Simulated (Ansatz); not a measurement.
Crystal: MgS.

```
S Mg
1.0
     4.03462    0.00000    0.00000
    -2.01731    3.49409    0.00000
     0.00000    0.00000    6.43229
S Mg
2 2
Cartesian
  2.0173 1.1647 5.6556
  0.0000 2.3294 2.4394
  0.0000 2.3294 6.4050
  2.0173 1.1647 3.1888
```

The cell comes from a database or a generator and needn't be the stable form of this composition.

Below is the output of Ansatz 0.2.0 for this cell. Logs are shortened: lines on timing, memory, paths and dates and some standing lists are left out, and cuts for length are marked.

```text
Warning: RAYON_NUM_THREADS=2 ignored (pool sized by the plan → 2); use --threads N
LAPW: plane waves up to 7.102 Å⁻¹, error target 2.0e-3 eV per atom; small_component_spin mean_spin; Mg in spheres of 1.251 Å, 10 of its electrons in bands, Dirac shells []; S in spheres of 1.196 Å, 14 of its electrons in bands, Dirac shells [] (how accurate: hamiltonian.pseudopotentials.lapw.basis_error, Limitations)
Engine: ansatz 0.2.0, x86_64-unknown-linux-gnu
Pseudopotentials: kind: all_electron
Pseudopotential: S, LAPW, valence charge 14, lapw/all_electron/scalar/gaussian/S, Koelling and Harmon's equation, gaussian nucleus
Pseudopotential: Mg, LAPW, valence charge 10, lapw/all_electron/scalar/gaussian/Mg, Koelling and Harmon's equation, gaussian nucleus
Functional definition: SPW92
  exchange = slater_x
  correlation = pw_c
Crystal: 4 atoms, lattice volume = 90.678 Å³
Basis set: ecut = 192.17956174951615 eV, 549 PW (Γ), exchange–correlation at level 2
Bands: 29, of which v1, the nominal top of the filled ones, is band 24 counted from 1 (23 counted from 0)
Symmetry: 12 space group operations
Space group: P63mc (ITA 186), of the structure as read, at distance tolerance 4.5e-5 Å
k-points: 30 of 256 (time reversal used)
Non-local potential: S, projectors of the file, none
Non-local potential: Mg, projectors of the file, none
Initial density: superposition of atomic densities (chi_scale 0.1, normalization cell, long waves kept (reshape's long-wave potential 0.00 eV rms))
Initial wavefunctions: plane waves of lowest kinetic energy (no species holds an atomic orbital)
Functional: x = slater, c = lda
iter 1 solved again at ethr=6.03e-3 eV; its pass at ethr=1.00e-1 eV (dr2=2.90e0 eV) is discarded
SCF iter   1: F=—  HF=-32525.771558 eV  |F-HF|=—  |Δ(HF+E_count)|=         —  Δρ=4.08e-2  dr2=2.89e0  ethr=6.03e-3  ⟨swp⟩=2.0  Hψ=6039  notcnv=0
preconditioner: auto → Resta (q_TF=auto, 2.454 Å⁻¹)  ε∞=3.1  [insulator: Δε(μ)=3.985 eV  Ē_g=10.706 eV  σ=0.050 eV  W_gap=1.00  n_scr=22 (ndim 8)  ℏωp=15.6 eV  f_vac=0.020  D(μ)=0.00/eV (n_scr^D=0)  ε∞_Penn≈3.1]
SCF iter   2: F=—  HF=-32524.792843 eV  |F-HF|=—  |Δ(HF+E_count)|=   9.79e-1  Δρ=1.73e-2  dr2=4.85e-1  ethr=6.03e-3  ⟨swp⟩=2.3  Hψ=2652  notcnv=0
SCF iter   3: F=—  HF=-32524.696407 eV  |F-HF|=—  |Δ(HF+E_count)|=   9.64e-2  Δρ=7.37e-3  dr2=8.74e-2  ethr=1.01e-3  ⟨swp⟩=2.2  Hψ=2640  notcnv=0
iter 4 solved again at ethr=1.79e-6 eV; its pass at ethr=1.82e-4 eV (dr2=8.59e-4 eV) is discarded
SCF iter   4: F=—  HF=-32524.686797 eV  |F-HF|=—  |Δ(HF+E_count)|=   9.61e-3  Δρ=1.04e-3  dr2=8.54e-4  ethr=1.79e-6  ⟨swp⟩=2.1  Hψ=4411  notcnv=0
SCF iter   5: F=—  HF=-32524.686524 eV  |F-HF|=—  |Δ(HF+E_count)|=   2.74e-4  Δρ=2.45e-4  dr2=6.79e-5  ethr=1.78e-6  ⟨swp⟩=2.3  Hψ=2503  notcnv=0
SCF iter   6: F=—  HF=-32524.686569 eV  |F-HF|=—  |Δ(HF+E_count)|=   4.52e-5  Δρ=8.47e-5  dr2=1.16e-5  ethr=1.41e-7  ⟨swp⟩=2.9  Hψ=2537  notcnv=0
SCF iter   7: F=—  HF=-32524.686575 eV  |F-HF|=—  |Δ(HF+E_count)|=   6.12e-6  Δρ=2.11e-5  dr2=6.83e-7  ethr=2.41e-8  ⟨swp⟩=3.0  Hψ=2557  notcnv=0
SCF iter   8: F=-32524.686575 eV  HF=-32524.686575 eV  |F-HF|=3.65e-9  |Δ(HF+E_count)|=   3.18e-7  Δρ=4.59e-6  dr2=3.07e-8  ethr=1.42e-9  ⟨swp⟩=3.0  Hψ=2631  notcnv=0
SCF 1 converged in 8 iterations: F = -32524.686575 eV  dr2 = 3.07e-8
NSCF: frozen V_eff on 43 k-points
SCF converged after 8 iterations
Free energy (F): -32524.686575 eV
Harris-Foulkes:  -32524.686575 eV  (|F-HF|=3.65e-9)
Internal energy: -32524.686575 eV  (E = F + TS)
E sigma→0 (E₀):  -32524.686575 eV
Fermi energy:    4.908039 eV
--- Per-component energies (eV) ---
  E_band       = -3267.562560
  E_kinetic    = 32599.546278
  E_xc         = -2180.506287
  E_electrostatic = -62943.726566  (all electrons and nuclei)
  E_smearing   = -0.000000  (= −TS)
  E_closure    = 0.000000  (closes the sum)
  E_atoms      = -32506.059704  (free atoms, spherical and without spin; not in F)
  Σ components = -32524.686575   (vs F -32524.686575, Δ=0.00e0)
  Basis errors (estimates in eV, not in F): energy 8.7e-4 per atom: plane waves 8.4e-4 (5.2e-4 summed), levels above the bands 1.6e-52, relativity 1.6e-9, radial functions 3.3e-5, core shells 1.3e-12; eigenvalues (radial functions only) 5.1e-6; not estimated: angular momenta, meshes, grids; target (lapw.basis_error) 2.0e-3; muffin-tin radii Mg 1.251 Å, S 1.196 Å
--- Forces (eV/Å), atoms counted from 1 ---
  atom   1  S      0.00000000    -0.00000000    -0.05176636
  atom   2  S     -0.00000000     0.00000000    -0.05176636
  atom   3  Mg     0.00000000     0.00000000     0.05175489
  atom   4  Mg     0.00000000    -0.00000000     0.05175489
  max |Σ_I F_I| component: 2.29e-5 eV/Å
--- Stress (GPa, compression-positive) ---
       -1.985378      -0.000000       0.000000
        0.000000      -1.985378       0.000000
        0.000000      -0.000000      -2.181344
  P = ⅓ Tr σ = -2.0507 GPa (-20.507 kbar)
--- Band table (eV; the first three rows and the last of 30) ---
  k-point 0: bands = ["-198.9701", "-198.9701", "-144.6572", "-144.6572", "-144.6571", "-144.6571", "-144.6545", "-144.6545", "-69.9065", "-69.9064", "-37.3313", "-37.3285", "-37.3255", "-37.3255", "-37.3249", "-37.3249", "-8.0919", "-7.3412", "0.0074", "2.7162", "2.7162", "3.1418", "3.1418", "3.3041", "6.4545", "7.7271", "10.5695", "10.5695", "11.3153"]
  k-point 1: bands = ["-198.9701", "-198.9701", "-144.6572", "-144.6572", "-144.6572", "-144.6572", "-144.6545", "-144.6545", "-69.9065", "-69.9064", "-37.3309", "-37.3289", "-37.3254", "-37.3254", "-37.3250", "-37.3250", "-7.9962", "-7.4684", "0.3716", "2.5615", "2.7750", "2.7750", "3.0757", "3.0757", "7.1647", "7.8719", "10.5342", "10.5342", "10.8961"]
  k-point 2: bands = ["-198.9701", "-198.9701", "-144.6571", "-144.6571", "-144.6571", "-144.6571", "-144.6545", "-144.6545", "-69.9065", "-69.9065", "-37.3299", "-37.3299", "-37.3252", "-37.3252", "-37.3252", "-37.3252", "-7.7477", "-7.7477", "1.3317", "1.3317", "2.9217", "2.9217", "2.9217", "2.9217", "7.9557", "7.9557", "10.6855", "10.6855", "10.7212"]
  k-point 29: bands = ["-198.9701", "-198.9701", "-144.6572", "-144.6572", "-144.6572", "-144.6572", "-144.6545", "-144.6545", "-69.9064", "-69.9064", "-37.3299", "-37.3299", "-37.3266", "-37.3266", "-37.3262", "-37.3262", "-7.2258", "-7.2258", "0.3679", "0.3679", "1.4045", "1.4045", "2.7499", "2.7499", "8.6519", "8.6519", "9.6815", "9.6815", "11.1451"]
```

Q: What input gives this log?

A: Band structure with LDA, no spin polarisation. The files as run (others can give the same):

input.yaml
```yaml
crystal:
  lattice:
    - [4.0346224068, 0.0, 0.0]
    - [-2.0173112034, 3.494085499, 0.0]
    - [0.0, 0.0, 6.43229418]
  atoms:
    - { symbol: S, position: [0.6666666667, 0.3333333333, 0.87924415] }
    - { symbol: S, position: [0.3333333333, 0.6666666667, 0.37924415] }
    - { symbol: Mg, position: [0.3333333333, 0.6666666667, 0.99575485] }
    - { symbol: Mg, position: [0.6666666667, 0.3333333333, 0.49575485] }
kpoints:
  mp_grid: { grid: [8, 8, 4] }
  band_path:
    path:
      - [0.0, 0.0, 0.0]
      - [0.5, 0.0, 0.0]
      - [0.3333333333, 0.3333333333, 0.0]
      - [0.0, 0.0, 0.0]
      - [0.0, 0.0, 0.5]
      - [0.5, 0.0, 0.5]
      - [0.3333333333, 0.3333333333, 0.5]
      - [0.0, 0.0, 0.5]
    npoints: 6
scf:
  occupations: { method: fermi_dirac, width: 0.05 }
hamiltonian:
  xc: lda
  pseudopotentials: { kind: all_electron, lapw: { basis_error: 0.002 } }
output:
  forces: true
  stress: true
  eigenvalues: true
```

Potentials or basis: all-electron LAPW, scalar-relativistic.
Run with:
```console
$ ansatz run input.yaml --threads 2 --pin off --max-ram 6144MiB --backend cpu --events-out ev --progress --plain --runs-dir out
```
